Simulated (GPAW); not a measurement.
Runs of GPAW 26.7.0 on BN. The structure is cubic, space group F-43m (No. 216). The conventional cell has a = 3.626 Å, b = 3.626 Å, c = 3.626 Å, α = 90.00°, β = 90.00°, γ = 90.00°. Around N (site symmetry -43m) lie 4 B at 1.57 Å. B (site symmetry -43m) has 4 N at 1.57 Å as nearest neighbours. The cell is a database's computed one.

```tsv
task	level	potentials or basis	cell	k mesh	cutoff (eV)	smearing	band path	band points	convergence	displacement	relaxed first	gap on the mesh (eV)	pressure (GPa)	V0 of scaled cells (Å³/atom)	relaxed volume (Å³/atom)	B0 (GPa)
band structure	PBEsol	PAW data sets generated in the run's folder for this functional, pw	as given	10 × 10 × 10	800	fermi-dirac 0.05 eV	GXWKGLUWLK,UX	60	-	-	-	4.28	(a)	-	-	-
Born charges	SCAN+D3(BJ)	GPAW PAW data sets (gpaw-data 1.2.1), pw	atoms relaxed	8 × 8 × 8	680	fermi-dirac 0.01 eV	-	-	density=1e-06 eigenstates=1e-09	0.02	ions	(b)	-13.7	-	-	-
equation of state	PBEsol	PAW data sets generated in the run's folder for this functional, pw	as given	13 × 13 × 13	800	fermi-dirac 0.05 eV	-	-	-	-	-	-	-	5.86	-	386
band structure	RPBE	the program's PAW data sets (release 1.2.1) made for this functional, pw	as given	13 × 13 × 13	800	fermi-dirac 0.05 eV	GXWKGLUWLK,UX	60	-	-	-	(c)	4.3	-	-	-
equation of state	RPBE+D3(BJ)	the program's PAW data sets (release 1.2.1) made for this functional, pw	as given	10 × 10 × 10	800	fermi-dirac 0.05 eV	-	-	-	-	-	-	-	5.73	-	397
electron localisation function	RPBE	the program's PAW data sets (release 1.2.1) made for this functional, pw	as given	8 × 8 × 8	680	fermi-dirac 0.01 eV	-	-	-	-	-	4.50	0.6	-	-	-
relaxation of cell and atoms	PBE	GPAW PAW data sets (gpaw-data 1.2.1), pw	relaxed	13 × 13 × 13	800	fermi-dirac 0.05 eV	-	-	density=1e-05 forces=0.0001	-	-	4.54	0.0	-	5.93	-
relaxation of cell and atoms	revPBE+D3(BJ)	the program's PAW data sets (release 1.2.1) made for this functional, pw	relaxed	13 × 13 × 13	800	fermi-dirac 0.05 eV	-	-	density=1e-05 forces=0.0001	-	-	4.58	0.1	-	5.82	-
band structure	TASK	GPAW PAW data sets (gpaw-data 1.2.1), pw	as given	10 × 10 × 10	800	fermi-dirac 0.05 eV	GXWKGLUWLK,UX	100	-	-	-	5.44	10.8	-	-	-
single point	PBE	GPAW PAW data sets (gpaw-data 1.2.1), pw	as given	13 × 13 × 13	800	gaussian 0.012 eV	-	-	-	-	-	4.53	-1.6	-	-	-
band structure	LDA	the program's PAW data sets (release 1.2.1) made for this functional, pw	as given	13 × 13 × 13	800	fermi-dirac 0.05 eV	GXWKGLUWLK,UX	100	-	-	-	4.42	-15.5	-	-	-
equation of state	PBEsol+D4	PAW data sets generated in the run's folder for this functional, pw	as given	10 × 10 × 10	800	fermi-dirac 0.05 eV	-	-	-	-	-	-	-	5.81	-	395
```

Alike in all rows: no spin polarisation.

Problem. Estimate the missing entries.

Solution. (a) -7.5; (b) 4.95; (c) 4.57.

Caveats: an odd mesh through Γ misses points on the zone boundary, where band edges often lie (some runs); the cutoff is short for stress and forces, so pressures can be off by a GPa or more (some runs); the PAW data sets were made with another functional, which shifts forces and pressure a little (some runs); later steps reuse the first step's grids (some runs); the cell is more than 3 GPa from zero pressure, which shifts response properties (some runs); the LO-TO splitting is left out (some runs); so large a pressure means that the cell lies far from this level's equilibrium, or that cutoff or potentials fall short (some runs).

Not every run made on this cell is shown here.
